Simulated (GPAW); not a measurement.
Cr: band structure with LDA

Cr:

```
Cr
1.0
     2.71400    0.00000    0.00000
    -1.35700    2.35039    0.00000
     0.00000    0.00000    4.41000
Cr
2
Direct
  0.66667 0.33333 0.75000
  0.33333 0.66667 0.25000
```

This isn't the form of Cr at room conditions, which is bcc.

```
Program             : GPAW 26.7.0
Task                : band structure
Functional          : LDA
Potentials or basis : the program's PAW data sets (release 1.2.1) made for this functional
Cutoff              : 600 eV
Basis               : pw
k mesh              : 9 × 9 × 5
Occupations         : fermi-dirac, width 0.05 eV
Spin                : collinear spin, ferromagnetic start
Starting moments    : [3.0, 3.0] μB
Maxiter             : 150
Band path           : GMKGALHA,LM,KH
Band points         : 80
```

| Item | Value |
| --- | --- |
| Pressure | -39.5 GPa |
| Band gap along the path | none (metal or under the smearing width) |
| Net moment | 0.97 μB per cell |
| Site moments | Cr +0.42 μB |

Stress tensor (GPa, compression positive):
```
-41.69   0.00   0.00
  0.00 -41.69   0.00
  0.00   0.00 -35.23
```

Levels at the corners of the path, in eV from the Fermi level:
Spin up:
| point | band 2 | band 3 | band 4 | band 5 | band 6 | band 7 | band 8 | band 9 | band 10 | band 11 |
| --- | --- | --- | --- | --- | --- | --- | --- | --- | --- | --- |
| Γ | -3.38 | -0.49 | -0.49 | -0.48 | -0.13 | -0.13 | 0.32 | 0.32 | 0.63 | 1.56 |
| M | -2.96 | -2.66 | -0.95 | -0.63 | -0.51 | -0.08 | 1.72 | 1.82 | 1.88 | 3.10 |
| K | -2.10 | -2.10 | -1.93 | -0.85 | -0.85 | 0.16 | 1.45 | 1.45 | 1.55 | 5.47 |
| Γ | -3.38 | -0.49 | -0.49 | -0.48 | -0.13 | -0.13 | 0.32 | 0.32 | 0.63 | 1.56 |
| A | -4.98 | -0.96 | -0.96 | -0.55 | -0.55 | -0.55 | -0.55 | 1.21 | 1.21 | 1.21 |
| L | -3.25 | -1.83 | -1.83 | 0.43 | 0.43 | 0.90 | 0.90 | 1.82 | 1.82 | 2.72 |
| H | -1.95 | -1.94 | -1.94 | -1.08 | -1.08 | 0.28 | 0.28 | 1.65 | 1.65 | 6.29 |
| A | -4.98 | -0.96 | -0.96 | -0.55 | -0.55 | -0.55 | -0.55 | 1.21 | 1.21 | 1.21 |
| L | -3.25 | -1.83 | -1.83 | 0.43 | 0.43 | 0.90 | 0.90 | 1.82 | 1.82 | 2.72 |
| M | -2.96 | -2.66 | -0.95 | -0.63 | -0.51 | -0.08 | 1.72 | 1.82 | 1.88 | 3.10 |
| K | -2.10 | -2.10 | -1.93 | -0.85 | -0.85 | 0.16 | 1.45 | 1.45 | 1.55 | 5.47 |
| H | -1.95 | -1.94 | -1.94 | -1.08 | -1.08 | 0.28 | 0.28 | 1.65 | 1.65 | 6.29 |
Spin down:
```tsv
point	band 4	band 5	band 6	band 7	band 8	band 9
Γ	-0.12	-0.12	0.26	0.26	0.72	0.72
M	-0.72	-0.25	-0.16	0.26	2.13	2.25
K	-1.63	-0.49	-0.49	0.54	1.83	1.83
Γ	-0.12	-0.12	0.26	0.26	0.72	0.72
A	-0.65	-0.17	-0.17	-0.17	-0.17	1.62
L	-1.50	0.82	0.82	1.18	1.18	2.23
H	-1.62	-0.77	-0.77	0.67	0.67	2.03
A	-0.65	-0.17	-0.17	-0.17	-0.17	1.62
L	-1.50	0.82	0.82	1.18	1.18	2.23
M	-0.72	-0.25	-0.16	0.26	2.13	2.25
K	-1.63	-0.49	-0.49	0.54	1.83	1.83
H	-1.62	-0.77	-0.77	0.67	0.67	2.03
```

It took 75 s on 1 thread of Intel(R) Xeon(R) Platinum 8259CL CPU @ 2.50GHz (Skylake/Cascade Lake) (shared host), peak memory 0.26 GiB.

Caveat: a pressure of tens of GPa on the cell as given is suspect, and the run, the potentials or the cell itself is likely at fault.
